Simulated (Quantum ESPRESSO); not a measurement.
# Te (P3_121) in Quantum ESPRESSO: convergence with k mesh

Aim: find how far k mesh must go before the results for Te settle, at PBEsol. This setting moves, with any that are tied to it; all else stays.

Program: Quantum ESPRESSO 7.5. These are calculated values, not measurements. Logs are shortened: lines on timing, memory, paths and dates and some standing lists are left out, and cuts for length are marked.

**1. Starting point**

The structure is trigonal, space group P3_121 (No. 152). The conventional cell has a = 4.454 Å, b = 4.454 Å, c = 5.924 Å, α = 90.00°, β = 90.00°, γ = 120.00°. Te (site symmetry 2) has 2 Te at 2.86 Å as nearest neighbours.

**2. With k mesh 1 × 1 × 1**

The input, pw.in:

```
&CONTROL
  calculation = 'scf'
  prefix = 'pwscf'
  outdir = './tmp'
  pseudo_dir = './pseudo'
  tprnfor = .true.
  tstress = .true.
  disk_io = 'nowf'
/
&SYSTEM
  ibrav = 0
  nat = 3
  ntyp = 1
  ecutwfc = 45
  ecutrho = 360
  nbnd = 15
  occupations = 'smearing'
  smearing = 'fd'
  degauss = 0.00999582
/
&ELECTRONS
  conv_thr = 6d-10
  electron_maxstep = 120
  mixing_beta = 0.5
/
ATOMIC_SPECIES
Te   127.6000 te_pbesol_v1.uspp.F.UPF
CELL_PARAMETERS angstrom
   4.4540000000    0.0000000000    0.0000000000
  -2.2270000000    3.8572771485    0.0000000000
   0.0000000000    0.0000000000    5.9240000000
ATOMIC_POSITIONS crystal
Te     0.7310000000    0.7310000000    0.0000000000
Te     0.0000000000    0.2690000000    0.6666666667
Te     0.2690000000    0.0000000000    0.3333333333
K_POINTS automatic
1 1 1 0 0 0
```

Potentials or basis: GBRV 1.5 PBEsol.

On the command line:

```bash
$ OMP_NUM_THREADS=1 pw.x -in pw.in > pw.out
```

It took 5.5 s on 1 thread of Arm Neoverse V2, shared host; peak memory 0.21 GiB.

What came out:

| Quantity | Value |
| --- | --- |
| Free energy | -1071.1181 eV |
| Pressure | 19.2 GPa |
| Largest force | 1.323 eV/Å |
| Band gap on the k mesh | 1.75 eV, direct |

**3. With k mesh 2 × 2 × 2**

Edit pw.in of step 2 so:

```diff
@@ -36,2 +36,2 @@
 K_POINTS automatic
-1 1 1 0 0 0
+2 2 2 0 0 0
```

Potentials or basis: GBRV 1.5 PBEsol.

On the command line:

```bash
$ OMP_NUM_THREADS=1 pw.x -in pw.in > pw.out
```

Wall time 6.8 s (1 thread of Arm Neoverse V2, shared host); peak memory 0.21 GiB.

What came out:

- Free energy: -1078.2601 eV
- Pressure: 0.6 GPa
- Largest force: 0.536 eV/Å
- Band gap on the k mesh: 0.62 eV, indirect (least direct gap 0.90 eV)

**4. With k mesh 3 × 3 × 2**

Edit pw.in of step 3 so:

```diff
@@ -36,2 +36,2 @@
 K_POINTS automatic
-2 2 2 0 0 0
+3 3 2 0 0 0
```

On the command line:

```bash
$ OMP_NUM_THREADS=1 pw.x -in pw.in > pw.out
```

Wall time 7.9 s (1 thread of Arm Neoverse V2, shared host); peak memory 0.21 GiB.

Results:

- Free energy: -1078.8077 eV
- Pressure: -0.6 GPa
- Largest force: 0.043 eV/Å

**5. With k mesh 4 × 4 × 3**

Edit pw.in of step 4 so:

```diff
@@ -36,2 +36,2 @@
 K_POINTS automatic
-3 3 2 0 0 0
+4 4 3 0 0 0
```

On the command line:

```bash
$ OMP_NUM_THREADS=1 pw.x -in pw.in > pw.out
```

It took 9.7 s on 1 thread of Arm Neoverse V2, shared host; peak memory 0.22 GiB.

Results:

* Free energy: -1078.9308 eV
* Pressure: -0.8 GPa
* Largest force: 0.213 eV/Å
* Band gap on the k mesh: 0.76 eV, indirect (least direct gap 0.98 eV)

**6. With k mesh 5 × 5 × 4**

Edit pw.in of step 5 so:

```diff
@@ -36,2 +36,2 @@
 K_POINTS automatic
-4 4 3 0 0 0
+5 5 4 0 0 0
```

Potentials or basis: GBRV 1.5 PBEsol.

On the command line:

```bash
$ OMP_NUM_THREADS=1 pw.x -in pw.in > pw.out
```

Run time: 14 s. Hardware: 1 thread of Arm Neoverse V2, shared host; peak memory 0.22 GiB.

It converged, with:

```yaml
Free_energy: -1078.9588 eV
Pressure: -0.9 GPa
Largest_force: 0.201 eV/Å
Band_gap_on_the_k_mesh: 0.50 eV, indirect (least direct gap 0.73 eV)
```

**7. With k mesh 6 × 6 × 4**

Edit pw.in of step 6 so:

```diff
@@ -36,2 +36,2 @@
 K_POINTS automatic
-5 5 4 0 0 0
+6 6 4 0 0 0
```

On the command line:

```bash
$ OMP_NUM_THREADS=1 pw.x -in pw.in > pw.out
```

It took 18 s on 1 thread of Arm Neoverse V2, shared host; peak memory 0.23 GiB.

The run converged. Its results:

```yaml
Free_energy: -1078.9607 eV
Pressure: -0.9 GPa
Largest_force: 0.204 eV/Å
```

**8. With k mesh 7 × 7 × 5**

Edit pw.in of step 7 so:

```diff
@@ -36,2 +36,2 @@
 K_POINTS automatic
-6 6 4 0 0 0
+7 7 5 0 0 0
```

On the command line:

```bash
$ OMP_NUM_THREADS=1 pw.x -in pw.in > pw.out
```

Run time: 23 s. Hardware: 1 thread of Arm Neoverse V2, shared host; peak memory 0.23 GiB.

It converged, with:

```
Free energy            : -1078.9628 eV
Pressure               : -1.0 GPa
Largest force          : 0.214 eV/Å
Band gap on the k mesh : 0.58 eV, indirect (least direct gap 0.77 eV)
```

**9. With k mesh 8 × 8 × 6**

Edit pw.in of step 8 so:

```diff
@@ -36,2 +36,2 @@
 K_POINTS automatic
-7 7 5 0 0 0
+8 8 6 0 0 0
```

Potentials or basis: GBRV 1.5 PBEsol.

On the command line:

```bash
$ OMP_NUM_THREADS=1 pw.x -in pw.in > pw.out
```

Wall time 33 s (1 thread of Arm Neoverse V2, shared host); peak memory 0.25 GiB.

Results (log left out):

| Quantity | Value |
| --- | --- |
| Free energy | -1078.9642 eV |
| Pressure | -1.0 GPa |
| Largest force | 0.217 eV/Å |

**10. With k mesh 10 × 10 × 7**

Edit pw.in of step 9 so:

```diff
@@ -36,2 +36,2 @@
 K_POINTS automatic
-8 8 6 0 0 0
+10 10 7 0 0 0
```

Potentials or basis: GBRV 1.5 PBEsol.

On the command line:

```bash
$ OMP_NUM_THREADS=1 pw.x -in pw.in > pw.out
```

pw.out:

```text
This program is part of the open-source Quantum ESPRESSO suite
     for quantum simulation of materials; please cite
         "P. Giannozzi et al., J. Phys.:Condens. Matter 21 395502 (2009);
         "P. Giannozzi et al., J. Phys.:Condens. Matter 29 465901 (2017);
         "P. Giannozzi et al., J. Chem. Phys. 152 154105 (2020);
     in publications or presentations arising from this work. More details at

     Message from routine setup:
     using ibrav=0 with symmetry is DISCOURAGED, use correct ibrav instead

     G-vector sticks info
     --------------------
     sticks:   dense  smooth     PW     G-vecs:    dense   smooth      PW
     Sum        1765     871    253                79399    27857    4369

     Using Slab Decomposition

     bravais-lattice index     =            0
     lattice parameter (alat)  =       8.4168  a.u.
     unit-cell volume          =     686.8196 (a.u.)^3
     number of atoms/cell      =            3
     number of atomic types    =            1
     number of electrons       =        18.00
     number of Kohn-Sham states=           15
     kinetic-energy cutoff     =      45.0000  Ry
     charge density cutoff     =     360.0000  Ry
     scf convergence threshold =      6.0E-10
     mixing beta               =       0.5000
     number of iterations used =            8  plain     mixing
     Exchange-correlation= SLA  PW   PSX  PSC
                           (   1   4  10   8   0   0   0)

     celldm(1)=   8.416840  celldm(2)=   0.000000  celldm(3)=   0.000000
     celldm(4)=   0.000000  celldm(5)=   0.000000  celldm(6)=   0.000000

     crystal axes: (cart. coord. in units of alat)
               a(1) = (   1.000000   0.000000   0.000000 )
               a(2) = (  -0.500000   0.866025   0.000000 )
               a(3) = (   0.000000   0.000000   1.330040 )

     reciprocal axes: (cart. coord. in units 2 pi/alat)
               b(1) = (  1.000000  0.577350 -0.000000 )
               b(2) = (  0.000000  1.154701  0.000000 )
               b(3) = (  0.000000 -0.000000  0.751857 )

     PseudoPot. # 1 for Te read from file:
     te_pbesol_v1.uspp.F.UPF
     Pseudo is Ultrasoft + core correction, Zval =  6.0
     Generated by new atomic code, or converted to UPF format
     Using radial grid of  891 points,  5 beta functions with:
                l(1) =   0
                l(2) =   0
                l(3) =   1
                l(4) =   1
                l(5) =   2
     Q(r) pseudized with  6 coefficients,  rinner =    1.800   1.800   1.800
                                                       1.800   1.800

     atomic species   valence    mass     pseudopotential
     Te                6.00   127.60000     Te( 1.00)

      6 Sym. Ops. (no inversion) found ( 4 have fractional translation)

   Cartesian axes

     site n.     atom                  positions (alat units)
         1        Te     tau(   1) = (   0.3655000   0.6330646   0.0000000  )
         2        Te     tau(   2) = (  -0.1345000   0.2329608   0.8866936  )
         3        Te     tau(   3) = (   0.2690000   0.0000000   0.4433468  )

     number of k points=    80  Fermi-Dirac smearing, width (Ry)=  0.0100
                       cart. coord. in units 2pi/alat
        k(    1) = (   0.0000000   0.0000000   0.0000000), wk =   0.0028571
        k(    2) = (   0.0000000   0.0000000   0.1074081), wk =   0.0057143
        k(    3) = (   0.0000000   0.0000000   0.2148162), wk =   0.0057143
        k(    4) = (   0.0000000   0.0000000   0.3222244), wk =   0.0057143
        k(    5) = (   0.0000000   0.1154701   0.0000000), wk =   0.0171429
        k(    6) = (   0.0000000   0.1154701   0.1074081), wk =   0.0171429
[... 72 lines left out ...]
        k(   79) = (  -0.2000000   0.4618802  -0.2148162), wk =   0.0342857
        k(   80) = (  -0.2000000   0.4618802  -0.3222244), wk =   0.0342857

     Dense  grid:    79399 G-vectors     FFT dimensions: (  54,  54,  72)

     Smooth grid:    27857 G-vectors     FFT dimensions: (  36,  36,  48)

     Initial potential from superposition of free atoms

     starting charge      17.9994, renormalised to      18.0000
     Starting wfcs are   12 randomized atomic wfcs +    3 random wfcs

     Self-consistent Calculation

     iteration #  1     ecut=    45.00 Ry     beta= 0.50
     Davidson diagonalization with overlap
     ethr =  1.00E-02,  avg # of iterations =  7.6

     Threshold (ethr) on eigenvalues was too large:
     Diagonalizing with lowered threshold

     Davidson diagonalization with overlap
     ethr =  7.76E-05,  avg # of iterations =  7.9

     total energy              =     -79.30219083 Ry
     estimated scf accuracy    <       0.01392281 Ry

     iteration #  2     ecut=    45.00 Ry     beta= 0.50
     Davidson diagonalization with overlap
     ethr =  7.73E-05,  avg # of iterations =  1.0
[... 36 lines left out ...]
     total energy              =     -79.30241175 Ry
     estimated scf accuracy    <          5.2E-09 Ry

     iteration #  8     ecut=    45.00 Ry     beta= 0.50
     Davidson diagonalization with overlap
     ethr =  2.87E-11,  avg # of iterations =  2.0

     End of self-consistent calculation

          k = 0.0000 0.0000 0.0000 (  3473 PWs)   bands (ev):

    -7.7511  -4.4526  -4.4526   2.8392   3.1339   3.1339   4.2076   4.2076
     5.0658   6.9311   6.9311   7.5241  10.7980  10.7981  11.7782

          k = 0.0000 0.0000 0.1074 (  3486 PWs)   bands (ev):

    -7.6773  -5.2506  -3.6362   2.7543   2.8839   3.3580   4.2677   4.2974
     5.0609   6.7666   6.8015   7.3049  10.5073  11.2986  11.6736
[... 83 lines left out ...]
    -6.6100  -5.6450  -3.8972   0.4687   1.5226   2.3890   4.1319   4.2420
     5.0475   6.9594   7.3968   7.8365   9.4421  12.4909  13.7649

          k = 0.0000 0.4619 0.3222 (  3488 PWs)   bands (ev):

    -6.3535  -5.9807  -3.8710   0.3646   1.9580   2.4679   3.5961   3.8985
     5.6501   6.6600   7.5797   8.2899  10.1084  11.5198  13.8243

          k = 0.0000-0.5774 0.0000 (  3496 PWs)   bands (ev):

    -6.6960  -5.1964  -4.2340   1.0367   1.4557   2.3068   2.3476   4.8499
     5.0906   6.6941   6.7493   8.6732   9.6255  13.3149  14.5707

          k = 0.0000-0.5774 0.1074 (  3506 PWs)   bands (ev):

    -6.6431  -5.2905  -4.2147   0.9987   1.2214   2.2200   3.0641   4.6502
     4.6992   6.7638   7.2561   8.9795   9.2201  13.0518  14.2530

          k = 0.0000-0.5774 0.2148 (  3514 PWs)   bands (ev):

    -6.4929  -5.5283  -4.1713   0.5146   1.5507   2.3327   3.9687   3.9823
     4.4215   7.1683   7.9109   8.2903   9.6792  12.0159  14.3518

          k = 0.0000-0.5774 0.3222 (  3508 PWs)   bands (ev):

    -6.2920  -5.7955  -4.1358   0.2278   2.0161   2.3571   3.4841   3.8227
     5.3496   6.9352   7.7460   8.4368  10.2903  11.2044  14.0877

          k = 0.1000 0.1732 0.0000 (  3481 PWs)   bands (ev):

    -7.5505  -4.5150  -4.4124   1.7888   2.1401   3.0387   4.3274   5.1469
     5.2123   6.5399   6.8908   7.4263  10.3901  10.4663  12.1636

          k = 0.1000 0.1732 0.1074 (  3473 PWs)   bands (ev):
[... 266 lines left out ...]
    -6.5212  -5.4772  -4.1830   0.8638   1.1926   2.0694   3.2448   4.3205
     5.4933   6.7253   7.9215   8.7520  10.4428  11.2586  12.8112

          k =-0.2000 0.4619-0.3222 (  3508 PWs)   bands (ev):

    -6.2745  -5.8534  -4.0446   0.6869   1.1602   1.6223   4.2166   4.9699
     5.1598   6.9892   7.5696   7.9272  10.8903  11.5156  12.1710

     the Fermi energy is     6.0283 ev

!    total energy              =     -79.30241175 Ry
     estimated scf accuracy    <          1.9E-10 Ry
     smearing contrib. (-TS)   =      -0.00175252 Ry
     internal energy E=F+TS    =     -79.30065923 Ry

     The total energy is F=E-TS. E is the sum of the following terms:
     one-electron contribution =      10.09004297 Ry
     hartree contribution      =       3.15907898 Ry
     xc contribution           =     -42.93515624 Ry
     ewald contribution        =     -49.61462494 Ry

     convergence has been achieved in   8 iterations

     Forces acting on atoms (cartesian axes, Ry/au):

     atom    1 type  1   force =    -0.00421212   -0.00729560   -0.00000000
     atom    2 type  1   force =    -0.00421212    0.00729560    0.00000000
     atom    3 type  1   force =     0.00842423    0.00000000    0.00000000

     Total force =     0.014591     Total SCF correction =     0.000016

     Computing stress (Cartesian axis) and pressure

          total   stress  (Ry/bohr**3)                   (kbar)     P=       -9.60
  -0.00007184  -0.00000000   0.00000000          -10.57       -0.00        0.00
   0.00000000  -0.00007184   0.00000000            0.00      -10.57        0.00
   0.00000000   0.00000000  -0.00005214            0.00        0.00       -7.67

=------------------------------------------------------------------------------=
   JOB DONE.
=------------------------------------------------------------------------------=
```

It took 50 s on 1 thread of Arm Neoverse V2, shared host; peak memory 0.27 GiB.

What came out:

```yaml
Free_energy: -1078.9643 eV
Pressure: -1.0 GPa
Largest_force: 0.217 eV/Å
Band_gap_on_the_k_mesh: 0.51 eV, indirect (least direct gap 0.63 eV)
```

**11. The series at a glance**

| k mesh | energy less the tightest run, at zero smearing (meV/atom) | pressure (GPa) | largest force (eV/Å) | SCF cycles | CPU time (s) | peak memory (GiB) |
| --- | --- | --- | --- | --- | --- | --- |
| 1 × 1 × 1 | 2612.95 | 19.16 | 1.323 | 9 | 5.5 | 0.21 |
| 2 × 2 × 2 | 243.66 | 0.63 | 0.536 | 8 | 6.8 | 0.21 |
| 3 × 3 × 2 | 61.30 | -0.55 | 0.043 | 8 | 7.9 | 0.21 |
| 4 × 4 × 3 | 12.20 | -0.83 | 0.213 | 8 | 9.7 | 0.22 |
| 5 × 5 × 4 | 2.42 | -0.94 | 0.201 | 8 | 14 | 0.22 |
| 6 × 6 × 4 | 1.51 | -0.94 | 0.204 | 8 | 18 | 0.23 |
| 7 × 7 × 5 | 0.50 | -0.95 | 0.214 | 8 | 23 | 0.23 |
| 8 × 8 × 6 | 0.04 | -0.96 | 0.217 | 8 | 33 | 0.25 |
| 10 × 10 × 7 | 0.00 | -0.96 | 0.217 | 8 | 50 | 0.27 |

Against the tightest run, the energy stays within 1 meV/atom from 7 × 7 × 5 on; the pressure stays within 0.1 GPa from 5 × 5 × 4 on; the largest force stays within 0.005 eV/Å from 7 × 7 × 5 on. Meshes of other sizes hit other points, so gaps and Fermi surfaces needn't settle smoothly. The tightest run that finished is the yardstick and may itself not be fully converged.

Caveats: spin-orbit coupling is left out, which moves the levels of the heavy elements; an odd mesh through Γ misses points on the zone boundary, where band edges often lie.
